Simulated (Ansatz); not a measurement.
Br:

```
Br
1.0
     3.36325   -2.32255    0.00000
     3.36325    2.32255    0.00000
     0.00000    0.00000    8.70230
Br
4
Cartesian
  3.3632 0.6266 3.3948
  3.3632 1.6959 7.7459
  3.3632 -0.6266 5.3075
  3.3632 -1.6959 0.9564
```

* Program: Ansatz 0.2.0
* Task: relaxation of cell and atoms
* Functional: PBEsol
* Potentials or basis: all-electron LAPW, scalar-relativistic
* Basis error allowed: 0.002 eV/atom
* k mesh: 7 × 7 × 3
* Occupations: fermi-dirac, width 0.05 eV
* Spin: no spin polarisation

At the start: volume 33.99 Å³/atom.

**Question.** Where does the relaxation end?

**Answer.** Over 9 steps the energy falls by 59.6 meV/atom and the volume is 30.84 Å³/atom (-9.3 %); space group Cmce (No. 64, to 0.05 Å).

The path:
```tsv
step	energy change (eV)	largest force (eV/Å)	volume (Å³)
1	0.0000	0.7217	135.95
2	-0.1443	0.3933	124.92
3	-0.2089	0.1074	119.57
4	-0.2264	0.0441	119.52
5	-0.2321	0.0370	119.54
6	-0.2357	0.0250	122.65
7	-0.2360	0.0106	122.98
8	-0.2361	0.0021	123.38
9	-0.2385	0.0021	123.38
```

Final structure:
```cif
data_structure
_symmetry_space_group_name_H-M 'P 1'
_symmetry_Int_Tables_number 1
_cell_length_a 4.1145
_cell_length_b 4.1145
_cell_length_c 8.5249
_cell_angle_alpha 90.000
_cell_angle_beta 90.000
_cell_angle_gamma 58.746
_cell_volume 123.38
loop_
_atom_site_label
_atom_site_type_symbol
_atom_site_fract_x
_atom_site_fract_y
_atom_site_fract_z
_atom_site_occupancy
Br1 Br 0.34603 0.65397 0.37996 1
Br2 Br 0.15397 0.84603 0.87996 1
Br3 Br 0.65397 0.34603 0.62004 1
Br4 Br 0.84603 0.15397 0.12004 1
```
